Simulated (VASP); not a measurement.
Crystal: HfC.

```
Hf C
1.0
     0.00000    2.32500    2.32500
     2.32500    0.00000    2.32500
     2.32500    2.32500    0.00000
Hf C
1 1
Direct
  0.50000 0.50000 0.50000
  0.00000 0.00000 0.00000
```

```yaml
Program: VASP 6.6.1
Task: relaxation of cell and atoms
Functional: PBEsol
Dispersion: D3(BJ)
Potentials_or_basis: VASP PAW PBE potentials, release 64 (Hf_pv, C)
Cutoff: 600 eV
k_mesh: 10 × 10 × 10
Occupations: fermi-dirac, width 0.05 eV
Spin: no spin polarisation
```

At the start: pressure -11.7 GPa; volume 12.57 Å³/atom.

Q: How do energy, volume and symmetry change on relaxing?

A: Over 4 steps the energy falls by 22.9 meV/atom and the volume is 11.97 Å³/atom (-4.8 %); space group Fm-3m (No. 225, to 0.05 Å).

Step by step:
```csv
step,energy change (eV),largest force (eV/Å),pressure (GPa),volume (Å³)
1,0.0000,0.0000,-11.74,25.14
2,0.1143,0.0000,27.56,21.93
3,-0.0458,0.0000,-0.34,23.97
4,-0.0458,0.0000,-0.02,23.94
```

Final structure:
```cif
data_structure
_symmetry_space_group_name_H-M 'P 1'
_symmetry_Int_Tables_number 1
_cell_length_a 3.2350
_cell_length_b 3.2350
_cell_length_c 3.2350
_cell_angle_alpha 60.000
_cell_angle_beta 60.000
_cell_angle_gamma 60.000
_cell_volume 23.94
loop_
_atom_site_label
_atom_site_type_symbol
_atom_site_fract_x
_atom_site_fract_y
_atom_site_fract_z
_atom_site_occupancy
Hf1 Hf 0.50000 0.50000 0.50000 1
C1 C 0.00000 0.00000 0.00000 1
```

Caveat: the PAW data sets were made with another functional, which shifts forces and pressure a little; pairwise dispersion overbinds metals, which lowers pressure and volume.
